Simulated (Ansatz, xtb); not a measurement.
# Two isomers of C3H9N

Structure I: `CCCN`, a singlet. Structure II: `CN(C)C`, a singlet. Both are isolated molecules in the gas phase, relaxed with r2SCAN-D4/def2-SVP; each stands in its lowest conformer found.

Quicker runs give these differences E(II) − E(I): GFN2-xTB −16.1 kJ/mol; HF/STO-3G +11.2 kJ/mol (at GFN2-xTB geometries); r2SCAN-D4/def2-SVP//GFN2-xTB +39.2 kJ/mol.

Which of the two would you expect CCSD(T)/def2-SVP + ΔMP2/def2-TZVPP electronic energies to favour?

Structure I; the calculation gives E(II) − E(I) = +45.5 kJ/mol.

Level by level:

```
                             level            geometry  E(II) − E(I) (kJ/mol)  departure from the last row (kJ/mol)  job, with rough time for the two
                          GFN2-xTB            GFN2-xTB                   −16.1                                 −61.6              optimisation, 0.17 s
                         HF/STO-3G            GFN2-xTB                   +11.2                                 −34.3              single point, 0.61 s
      r2SCAN-D4/def2-SVP//GFN2-xTB            GFN2-xTB                   +39.2                                  −6.3               single point, 4.4 s
                r2SCAN-D4/def2-SVP  r2SCAN-D4/def2-SVP                   +39.5                                  −6.0                optimisation, 30 s
                       HF/def2-SVP  r2SCAN-D4/def2-SVP                   +39.5                                  −6.0           part of the CCSD(T) run
                      MP2/def2-SVP  r2SCAN-D4/def2-SVP                   +43.7                                  −1.8           part of the CCSD(T) run
                  CCSD(T)/def2-SVP  r2SCAN-D4/def2-SVP                   +40.9                                  −4.6                      single point
CCSD(T)/def2-SVP + ΔMP2/def2-TZVPP  r2SCAN-D4/def2-SVP                   +45.5                                                      single point, 41 s
```

As drawn, II has 2 C–N, 2 C–H in place of 2 C–C, 2 N–H.

GFN2-xTB puts the two in the other order. The largest departure from CCSD(T)/def2-SVP + ΔMP2/def2-TZVPP is that of GFN2-xTB, 61.6 kJ/mol. The last row adds to CCSD(T) the change of the MP2 difference between the two basis sets, here +4.6 kJ/mol.

With harmonic frequencies from r2SCAN-D4/def2-SVP (ideal gas, rigid rotor, one conformer each, 298.15 K, 1 atm): on the last row, ΔE + ΔZPE = +41.8, ΔH = +41.6, ΔG = +45.6 kJ/mol.

Tabulated enthalpies of formation at 298 K are −70.1 kJ/mol for I (CRC Handbook of Chemistry and Physics) and −24.0 kJ/mol for II (Active Thermochemical Tables 1.112), a difference of +46.1 kJ/mol. Calculated less tabulated ΔH, with the same thermal term: GFN2-xTB −66.1, HF/STO-3G −38.8, r2SCAN-D4/def2-SVP//GFN2-xTB −10.8, r2SCAN-D4/def2-SVP −10.5, HF/def2-SVP −10.5, MP2/def2-SVP −6.3, CCSD(T)/def2-SVP −9.1, CCSD(T)/def2-SVP + ΔMP2/def2-TZVPP −4.5 kJ/mol. Handbook values carry no stated uncertainty.

The correlated steps freeze 4 core orbitals. Mirror images aren't counted in ΔG. Programs: Ansatz 0.2.0, xtb 6.7.1; the last row on 2 threads of Intel(R) Xeon(R) Platinum 8259CL CPU @ 2.50GHz (Skylake/Cascade Lake) on a shared host.
